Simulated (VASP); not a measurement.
Input of a VASP 6.6.1 run:

The input INCAR:

```
ALGO     = Normal         # electronic algorithm
EDIFF    = 1E-6           # SCF threshold, eV
ENCUT    = 420            # plane-wave cutoff, eV
GGA      = CA             # functional
ISIF     = 2              # what is computed and relaxed
ISMEAR   = 0              # smearing method
LASPH    = T              # aspherical terms in the spheres
LCHARG   = F              # write CHGCAR
LREAL    = F              # projectors in reciprocal space
LWAVE    = F              # write WAVECAR
NELM     = 100            # most SCF steps
PREC     = Accurate       # precision mode
SIGMA    = 0.02           # smearing width, eV
```

KPOINTS

```
k-points
0
Gamma
  3 8 7
```

POSCAR

```
SnS
1.0
   11.2000000000      0.0000000000      0.0000000000
    0.0000000000      3.9870000000      0.0000000000
    0.0000000000      0.0000000000      4.3340000000
Sn S
4 4
Direct
    0.1194000000      0.2500000000      0.1198000000
    0.3806000000      0.7500000000      0.6198000000
    0.6194000000      0.2500000000      0.3802000000
    0.8806000000      0.7500000000      0.8802000000
    0.8508000000      0.2500000000      0.4793000000
    0.6492000000      0.7500000000      0.9793000000
    0.3508000000      0.2500000000      0.0207000000
    0.1492000000      0.7500000000      0.5207000000
```

Potentials or basis: VASP PAW LDA potentials, release 64 (Sn_d, S).

Launch:

```sh
$ cat potpaw_LDA.64/Sn_d/POTCAR potpaw_LDA.64/S/POTCAR > POTCAR
$ mpirun -np 1 vasp_std > vasp.out
```

Problem. Predict the band gap on the k mesh.

Solution. 0.86 eV, indirect (least direct gap 1.18 eV).

Problem. Estimate the largest force.

Solution. 0.045 eV/Å.

Stress tensor (GPa, compression positive):
```
-2.18  0.00  0.00
 0.00 -2.42  0.00
 0.00  0.00 -2.41
```

Caveat: spin-orbit coupling is left out, which moves the levels of the heavy elements; an odd mesh through Γ misses points on the zone boundary, where band edges often lie.

The gap isn't set beside the measured one, since this odd mesh misses points on the zone boundary.
